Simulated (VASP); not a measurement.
# C (Fd-3m) in VASP: further runs

One crystal, C, is run at these levels: LDA; tasks: relaxation of the atoms.

All numbers are computed with VASP 6.6.1; they aren't measurements. Logs are shortened: lines on timing, memory, paths and dates and some standing lists are left out, and cuts for length are marked.

### 1 The crystal as given

Symmetry: Fd-3m, No. 227, cubic system. Conventional cell: a = 3.534 Å, b = 3.534 Å, c = 3.534 Å, α = 90.00°, β = 90.00°, γ = 90.00°. C (site symmetry -43m) is surrounded by 4 C at 1.53 Å.

This isn't the form of C at room conditions, which is graphite.

### 2 Relaxation of the atoms, LDA (a relaxed cell with its volume scaled by 0.96)

The input, INCAR:

```
PREC = Accurate
ENCUT = 600
EDIFF = 1E-7
ISMEAR = 0
SIGMA = 0.03
LREAL = F
LASPH = T
NELM = 80
ALGO = Normal
ISIF = 2
LWAVE = F
LCHARG = F
GGA = CA
IBRION = 2
NSW = 40
EDIFFG = -0.01
```

The input, KPOINTS:

```
regular mesh
0
Gamma
  14 14 14
```

The input, POSCAR:

```
C                                       
1.0
    0.0000000000      1.7430813681      1.7430813681
    1.7430813681      0.0000000000      1.7430813681
    1.7430813681      1.7430813681      0.0000000000
  C             
     2
Direct
     0.0000000000000000    0.0000000000000000    0.0000000000000000
     0.2500000000000000    0.2500000000000000    0.2500000000000000
```

Potentials or basis: VASP PAW LDA potentials, release 64 (C).

Run with:

```console
> cat potpaw_LDA.64/C/POTCAR > POTCAR
> mpirun -np 1 vasp_std > vasp.out
```

OUTCAR:

```text
PREC = Accurate
   ENCUT = 600
   EDIFF = 1E-7
   ISMEAR = 0
   LREAL = F
   LASPH = T
   NELM = 80
   ISIF = 2
   GGA = CA
   IBRION = 2
   NSW = 40
   EDIFFG = -0.01

 ion  position               nearest neighbor table
   1  0.000  0.000  0.000-   2 1.51   2 1.51   2 1.51   2 1.51
   2  0.250  0.250  0.250-   1 1.51   1 1.51   1 1.51   1 1.51

  LATTYP: Found a face centered cubic cell.
 ALAT       =     3.4861627362

  Lattice vectors:

 A1 = (   0.0000000000,   1.7430813681,   1.7430813681)
 A2 = (   1.7430813681,   0.0000000000,   1.7430813681)
 A3 = (   1.7430813681,   1.7430813681,   0.0000000000)

Analysis of symmetry for initial positions (statically):
=====================================================================
 Subroutine PRICEL returns:
 Original cell was already a primitive cell.

 Routine SETGRP: Setting up the symmetry group for a
 face centered cubic supercell.

 Subroutine GETGRP returns: Found 48 space group operations
 (whereof 24 operations were pure point group operations)
 out of a pool of 48 trial point group operations.

The static configuration has the point symmetry T_d .
 The point group associated with its full space group is O_h .

Analysis of symmetry for dynamics (positions and initial velocities):
=====================================================================
 Subroutine PRICEL returns:
 Original cell was already a primitive cell.

 Routine SETGRP: Setting up the symmetry group for a
 face centered cubic supercell.

 Subroutine GETGRP returns: Found 48 space group operations
 (whereof 24 operations were pure point group operations)
 out of a pool of 48 trial point group operations.

The dynamic configuration has the point symmetry T_d .
 The point group associated with its full space group is O_h .

 Subroutine INISYM returns: Found 48 space group operations
 (whereof 24 operations are pure point group operations),
 and found     1 'primitive' translations

----------------------------------------------------------------------------------------

                                     Primitive cell

  volume of cell :      10.5921

  direct lattice vectors                    reciprocal lattice vectors
     0.000000000  1.743081368  1.743081368    -0.286848342  0.286848342  0.286848342
     1.743081368  0.000000000  1.743081368     0.286848342 -0.286848342  0.286848342
     1.743081368  1.743081368  0.000000000     0.286848342  0.286848342 -0.286848342

  length of vectors
     2.465089311  2.465089311  2.465089311     0.496835902  0.496835902  0.496835902

  position of ions in fractional coordinates (direct lattice)
     0.000000000  0.000000000  0.000000000
     0.250000000  0.250000000  0.250000000

  ion indices of the primitive-cell ions
   primitive index   ion index
                 1           1
                 2           2

----------------------------------------------------------------------------------------

 KPOINTS: regular mesh

Automatic generation of k-mesh.
 Grid dimensions read from file:
 generate k-points for:   14   14   14

 Generating k-lattice:

  Cartesian coordinates                     Fractional coordinates (reciprocal lattice)
    -0.020489167  0.020489167  0.020489167     0.071428571  0.000000000  0.000000000
     0.020489167 -0.020489167  0.020489167     0.000000000  0.071428571  0.000000000
     0.020489167  0.020489167 -0.020489167     0.000000000  0.000000000  0.071428571

  Length of vectors
     0.035488279  0.035488279  0.035488279

  Shift w.r.t. Gamma in fractional coordinates (k-lattice)
     0.000000000  0.000000000  0.000000000

 Subroutine IBZKPT returns following result:
 ===========================================

 Found    104 irreducible k-points:

 Following reciprocal coordinates:
            Coordinates               Weight
  0.000000  0.000000  0.000000      1.000000
  0.071429  0.000000  0.000000      8.000000
  0.142857  0.000000  0.000000      8.000000
  0.214286  0.000000  0.000000      8.000000
  0.285714  0.000000  0.000000      8.000000
  0.357143  0.000000  0.000000      8.000000
[... 16 lines left out ...]
  0.214286  0.142857  0.000000     24.000000
  0.285714  0.142857  0.000000     24.000000
 [... further k-points ...]
   k-points           NKPTS =    104   k-points in BZ     NKDIM =    104   number of bands    NBANDS=      8
   number of dos      NEDOS =    301   number of ions     NIONS =      2
   total plane-waves  NPLWV =   8000
   dimension x,y,z NGX =    20 NGY =   20 NGZ =   20
   dimension x,y,z NGXF=    40 NGYF=   40 NGZF=   40
   ions per type =               2
   NGX,Y,Z   is equivalent  to a cutoff of  13.49, 13.49, 13.49 a.u.
   NGXF,Y,Z  is equivalent  to a cutoff of  26.98, 26.98, 26.98 a.u.
 SYSTEM =  unknown system
   PREC   = accura    normal or accurate (medium, high low for compatibility)
   ISTART =      0    job   : 0-new  1-cont  2-samecut
   ICHARG =      2    charge: 1-file 2-atom 10-const
   ISPIN  =      1    spin polarized calculation?
   LNONCOLLINEAR =      F non collinear calculations
   LSORBIT =      F    spin-orbit coupling
   LASPH  =      T    aspherical Exc in radial PAW
   ENCUT  =  600.0 eV  44.10 Ry    6.64 a.u.   4.92  4.92  4.92*2*pi/ulx,y,z
   NELM   =     80;   NELMIN=  2; NELMDL= -5     # of ELM steps
   EDIFF  = 0.1E-06   stopping-criterion for ELM
   LREAL  =      F    real-space projection
   EDIFFG = -.1E-01   stopping-criterion for IOM
   NSW    =     40    number of steps for IOM
   IBRION =      2    ionic relax: 0-MD 1-quasi-New 2-CG
   NFREE  =      1    steps in history (QN), initial steepest desc. (CG)
   ISIF   =      2    stress and relaxation
   ISYM   =      2    0-nonsym 1-usesym 2-fastsym
   POTIM  = 0.5000    time-step for ionic-motion
   TEBEG  =    0.0;   TEEND  =   0.0 temperature during run
   PSTRESS=    0.0 pullay stress
   NELECT =       8.0000    total number of electrons
   NUPDOWN=      -1.0000    fix difference up-down
   EMIN   =  10.00;   EMAX   =-10.00  energy-range for DOS
   EFERMI =   0.00;   METHOD = LEGACY
   ISMEAR =     0;   SIGMA  =   0.03  broadening in eV -4-tet -1-fermi 0-gaus
   EFERMI_NEDOS =   21; number of points for ismear=-14 and -15
   IALGO  =     38    algorithm
   IMIX   =      4    mixing-type and parameters
     AMIX     =   0.40;   BMIX     =  1.00
     AMIX_MAG =   1.60;   BMIX_MAG =  1.00
  volume/ion in A,a.u.               =       5.30        35.74
  Fermi-wavevector in a.u.,A,eV,Ry     =   1.490884  2.817362 30.242144  2.222735
  Thomas-Fermi vector in A             =   2.603609
   LORBIT       =      0    0 simple, 1 ext, 2 COOP (PROOUT), +10 PAW based schemes
   GGA     = CA    functional components
   LHFCALC =     F    Hartree Fock is set to
   AEXX    =    0.0000 exact exchange contribution
   IVDW    =     0    specifies the selected vdW correction
   LEPSILON=     F    determine dielectric tensor
   LRPA    =     F    only Hartree local field effects (RPA)
 conjugate gradient relaxation of ions
 non-spin polarized calculation
 Gauss-broadening in eV      SIGMA  =   0.03
  energy-cutoff  :      600.00
  volume of cell :       10.59
 maximum number of plane-waves:       362
   NGX =  9   NGY =  9   NGZ =  9

 number of electron       7.9999999 magnetization

 Free energy of the ion-electron system (eV)
  ---------------------------------------------------
  ext. energy  EPLUGINS =         0.00000000
  ---------------------------------------------------
  free energy    TOTEN  =       -20.22237088 eV

  energy without entropy =      -20.22237088  energy(sigma->0) =      -20.22237088

 E-fermi :  10.9613     XC(G=0): -13.8341

 val. band max:       10.7507687623   @ k =   0.0000   0.0000   0.0000
 cond. band min:      15.0188521086   @ k =   0.3571   0.3571   0.0000
 fundamental gap:      4.2680833463
 Fermi energy:        10.9612588114

 k-point     1 :       0.0000    0.0000    0.0000
  band No.  band energies     occupation
      1     -11.5023      2.00000
      2      10.7508      2.00000
      3      10.7508      2.00000
      4      10.7508      2.00000
      5      16.4873      0.00000
      6      16.4873      0.00000
      7      16.4873      0.00000
      8      25.9056      0.00000

 k-point     2 :       0.0714    0.0000    0.0000
  band No.  band energies     occupation
      1     -11.3545      2.00000
      2       9.7738      2.00000
      3      10.4891      2.00000
      4      10.4891      2.00000
      5      16.8288      0.00000
      6      16.8288      0.00000
      7      17.1094      0.00000
      8      25.9602      0.00000

 k-point     3 :       0.1429    0.0000    0.0000
  band No.  band energies     occupation
      1     -10.9122      2.00000
      2       7.6453      2.00000
      3       9.8840      2.00000
      4       9.8840      2.00000
      5      17.6227      0.00000
      6      17.6227      0.00000
      7      18.2276      0.00000
      8      26.1154      0.00000

 k-point     4 :       0.2143    0.0000    0.0000
  band No.  band energies     occupation
      1     -10.1793      2.00000
      2       5.1571      2.00000
      3       9.2057      2.00000
      4       9.2057      2.00000
      5      18.4641      0.00000
      6      18.4641      0.00000
      7      19.1988      0.00000
      8      26.3378      0.00000

 k-point     5 :       0.2857    0.0000    0.0000
  band No.  band energies     occupation
      1      -9.1627      2.00000
      2       2.6214      2.00000
      3       8.6067      2.00000
      4       8.6067      2.00000
      5      19.0633      0.00000
      6      19.0633      0.00000
      7      19.9045      0.00000
      8      26.5607      0.00000
[... 177 lines left out ...]
 k-point    22 :       0.1429    0.1429    0.0000
  band No.  band energies     occupation
      1     -10.7162      2.00000
      2       8.5039      2.00000
      3       8.5039      2.00000
      4       9.1047      2.00000
      5      15.9812      0.00000
      6      19.4051      0.00000
      7      19.4051      0.00000
      8      25.0801      0.00000

 k-point    23 :       0.2143    0.1429    0.0000
  band No.  band energies     occupation
      1     -10.1788      2.00000
      2       6.7834      2.00000
      3       7.7745      2.00000
      4       8.6953      2.00000
      5      16.1681      0.00000
      6      20.4611      0.00000
      7      20.4736      0.00000
      8      24.2346      0.00000

 k-point    24 :       0.2857    0.1429    0.0000
  band No.  band energies     occupation
      1      -9.3540      2.00000
      2       4.4953      2.00000
      3       7.2014      2.00000
      4       8.0895      2.00000
      5      16.8759      0.00000
      6      21.2452      0.00000
      7      21.3124      0.00000
      8      23.7551      0.00000

 [... further k-points ...]
[... 5 lines left out ...]
  --------------------------------------------------------------------------------------
  -------------------------------------------------------------------------------------
  Total        1.3569708      1.3569708      1.3569708     -0.0000000     -0.0000000     -0.0000000
  in kB      205.2570676    205.2570676    205.2570676     -0.0000000     -0.0000000     -0.0000000
  external PRESSURE =     205.2570676 kB  Pullay stress =       0.0000000 kB

 VOLUME and BASIS-vectors are now :
 -----------------------------------------------------------------------------
  energy-cutoff  :      600.00
  volume of cell :       10.59
      direct lattice vectors                 reciprocal lattice vectors
     0.000000000  1.743081368  1.743081368    -0.286848342  0.286848342  0.286848342
     1.743081368  0.000000000  1.743081368     0.286848342 -0.286848342  0.286848342
     1.743081368  1.743081368  0.000000000     0.286848342  0.286848342 -0.286848342

 POSITION                                       TOTAL-FORCE (eV/Angst)
 -----------------------------------------------------------------------------------
      0.00000      0.00000      0.00000         0.000000      0.000000      0.000000
      0.87154      0.87154      0.87154        -0.000000     -0.000000     -0.000000
 -----------------------------------------------------------------------------------
    total drift:                                0.000000      0.000000      0.000000

  FREE ENERGIE OF THE ION-ELECTRON SYSTEM (eV)
  ---------------------------------------------------
  free  energy   TOTEN  =       -20.2223708758 eV

  energy  without entropy=      -20.2223708758  energy(sigma->0) =      -20.22237088

 reached required accuracy - stopping structural energy minimisation
```

Wall time 6.2 s (1 thread of Intel Xeon Platinum 8488C (Sapphire Rapids), shared host); peak memory 0.11 GiB.

Results:

| Property | Result |
| --- | --- |
| Free energy | -20.2224 eV |
| Pressure after relaxing | 20.5 GPa |
| Band gap on the k mesh | 4.27 eV, indirect (least direct gap 5.74 eV) |

Final structure:
```
CELL_PARAMETERS angstrom
0.00000 1.74308 1.74308
1.74308 0.00000 1.74308
1.74308 1.74308 0.00000
ATOMIC_POSITIONS crystal
C 0.00000 0.00000 0.00000
C 0.25000 0.25000 0.25000
```

Levels at points of the mesh, in eV from the valence-band top:
```
           k point  band 1  band 2  band 3  band 4  band 5  band 6  band 7  band 8
(0.00, 0.00, 0.00)  -22.25    0.00    0.00    0.00    5.74    5.74    5.74   15.15
(0.50, 0.00, 0.00)  -16.01  -14.14   -2.97   -2.97    8.68    8.68    9.97   16.02
(0.50, 0.50, 0.00)  -13.11  -13.11   -6.71   -6.71    4.86    4.86   17.69   17.69
```

Caveat: the relaxation stopped at its first step, so nothing moved. A k mesh can miss the band edges.

### 3 Relaxation of the atoms, LDA (a relaxed cell with its volume scaled by 0.98)

INCAR is that of step 2.

KPOINTS is that of step 2.

The input, POSCAR:

```
C                                       
1.0
    0.0000000000      1.7551029988      1.7551029988
    1.7551029988      0.0000000000      1.7551029988
    1.7551029988      1.7551029988      0.0000000000
  C             
     2
Direct
     0.0000000000000000    0.0000000000000000    0.0000000000000000
     0.2500000000000000    0.2500000000000000    0.2500000000000000
```

Potentials or basis: VASP PAW LDA potentials, release 64 (C).

Run with:

```console
> cat potpaw_LDA.64/C/POTCAR > POTCAR
> mpirun -np 1 vasp_std > vasp.out
```

It took 6.5 s on 1 thread of Intel Xeon Platinum 8488C (Sapphire Rapids), shared host; peak memory 0.11 GiB.

Results (log left out):

- Free energy: -20.2444 eV
- Pressure after relaxing: 9.8 GPa
- Band gap on the k mesh: 4.22 eV, indirect (least direct gap 5.68 eV)

Final structure:
```
C
1.0
     0.00000    1.75510    1.75510
     1.75510    0.00000    1.75510
     1.75510    1.75510    0.00000
C
2
Direct
  0.00000 0.00000 0.00000
  0.25000 0.25000 0.25000
```

Levels at points of the mesh, in eV from the valence-band top:
```tsv
k point	band 2	band 3	band 4	band 5	band 6	band 7
(0.00, 0.00, 0.00)	0.00	0.00	0.00	5.68	5.68	5.68
(0.50, 0.00, 0.00)	-13.90	-2.91	-2.91	8.59	8.59	9.68
(0.50, 0.50, 0.00)	-12.95	-6.58	-6.58	4.81	4.81	17.36
```

Caveat: the relaxation stopped at its first step, so nothing moved.

(Part 1 of 2 ends here.)
